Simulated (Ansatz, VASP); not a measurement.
## InAs: VASP beside Ansatz

Contents of POSCAR:

```
InAs
1.0
    0.0000000000      3.0180000000      3.0180000000
    3.0180000000      0.0000000000      3.0180000000
    3.0180000000      3.0180000000      0.0000000000
In As
1 1
Direct
    0.0000000000      0.0000000000      0.0000000000
    0.7500000000      0.7500000000      0.7500000000
```

Contents of INCAR.step1:

```
SYSTEM = InAs
PREC = Accurate
ENCUT = 520
EDIFF = 1E-5
ISMEAR = -1
SIGMA = 0.05
LREAL = .FALSE.
LASPH = .TRUE.
NELM = 100
ALGO = Normal
ISIF = 2
LWAVE = .TRUE.
LCHARG = .FALSE.
GGA = PE
```

The input INCAR.step2:

```
SYSTEM = InAs
PREC = Accurate
ENCUT = 520
EDIFF = 1E-6
ISMEAR = -1
SIGMA = 0.05
LREAL = .FALSE.
LASPH = .TRUE.
NELM = 100
ALGO = Normal
ISIF = 2
LWAVE = .FALSE.
LCHARG = .FALSE.
GGA = PE
LHFCALC = .TRUE.
HFSCREEN = 0.3
PRECFOCK = Fast
ISTART = 1
```

KPOINTS

```
Automatic mesh
0
G
  4 4 4
  0 0 0
```

KPOINTS_OPT

```
path GXWKGLUWLK,UX
10
line-mode
reciprocal
 0.0000000000  0.0000000000  0.0000000000  G
 0.5000000000  0.0000000000  0.5000000000  X

 0.5000000000  0.0000000000  0.5000000000  X
 0.5000000000  0.2500000000  0.7500000000  W

 0.5000000000  0.2500000000  0.7500000000  W
 0.3750000000  0.3750000000  0.7500000000  K

 0.3750000000  0.3750000000  0.7500000000  K
 0.0000000000  0.0000000000  0.0000000000  G

 0.0000000000  0.0000000000  0.0000000000  G
 0.5000000000  0.5000000000  0.5000000000  L

 0.5000000000  0.5000000000  0.5000000000  L
 0.6250000000  0.2500000000  0.6250000000  U

 0.6250000000  0.2500000000  0.6250000000  U
 0.5000000000  0.2500000000  0.7500000000  W

 0.5000000000  0.2500000000  0.7500000000  W
 0.5000000000  0.5000000000  0.5000000000  L

 0.5000000000  0.5000000000  0.5000000000  L
 0.3750000000  0.3750000000  0.7500000000  K

 0.6250000000  0.2500000000  0.6250000000  U
 0.5000000000  0.0000000000  0.5000000000  X
```

The input input.yaml:

```yaml
crystal:
  lattice:
    - [0.0, 3.018, 3.018]
    - [3.018, 0.0, 3.018]
    - [3.018, 3.018, 0.0]
  atoms:
    - { symbol: In, position: [0.0, 0.0, 0.0] }
    - { symbol: As, position: [0.75, 0.75, 0.75] }
hamiltonian:
  xc: { exchange: pbe, correlation: pbe, exx: { coeff: 0.25, omega: 0.3 } }
  pseudopotentials: { kind: paw }
kpoints:
  mp_grid: { grid: [4, 4, 4] }
  band_path:
    path:
      - [[0.0, 0.0, 0.0], [0.5, 0.0, 0.5], [0.5, 0.25, 0.75], [0.375, 0.375, 0.75], [0.0, 0.0, 0.0], [0.5, 0.5, 0.5], [0.625, 0.25, 0.625], [0.5, 0.25, 0.75], [0.5, 0.5, 0.5], [0.375, 0.375, 0.75]]
      - [[0.625, 0.25, 0.625], [0.5, 0.0, 0.5]]
    npoints: 4
scf:
  occupations: { method: fermi_dirac, width: 0.05 }
  n_extra_bands: 6
output:
  forces: true
  stress: true
  eigenvalues: true
  fatbands: false
  write_density: true
  write_potential: true
  elf: true
  volumetric_format: npy
```

Alike in both runs: task band structure; functional HSE03; k mesh 4 × 4 × 4; occupations fermi-dirac, width 0.05 eV; no spin polarisation.

|  | VASP | Ansatz |
| --- | --- | --- |
| version | VASP 6.6.1 | Ansatz 0.2.0 |
| potentials or method | VASP PAW PBE potentials, release 64 (In_d, As) | Ansatz PAW |
| plane-wave cutoff (eV) | 520 | 420 |
| valence electrons in the cell | 18 | 28 |

Ansatz gave:

| Item | Value |
| --- | --- |
| gap on the k mesh at the Fermi level (eV) | 0.46 |
| least direct gap on the mesh (eV) | 0.46 |
| gap along the band path (eV) | 0.46 |
| pressure (GPa) | 2.7 |

Question: Which values does VASP return?

Answer: gap on the k mesh at the Fermi level (eV): 0.45; least direct gap on the mesh (eV): 0.45; gap along the band path (eV): 0.45; pressure (GPa): 2.5.

The two sets of potentials don't hold the same shells in valence.

Caveats: the k mesh is coarse (spacing up to 0.45 Å⁻¹), so the values aren't converged, least of all with exact exchange; spin-orbit coupling is left out, which moves the levels of the heavy elements; the PAW data sets were made with another functional, which shifts forces and pressure a little (VASP); the PAW data sets come from PBE, with cores solved anew for the run's functional, which leaves a small shift of forces and pressure (Ansatz); the thresholds are loose for stress (Ansatz).
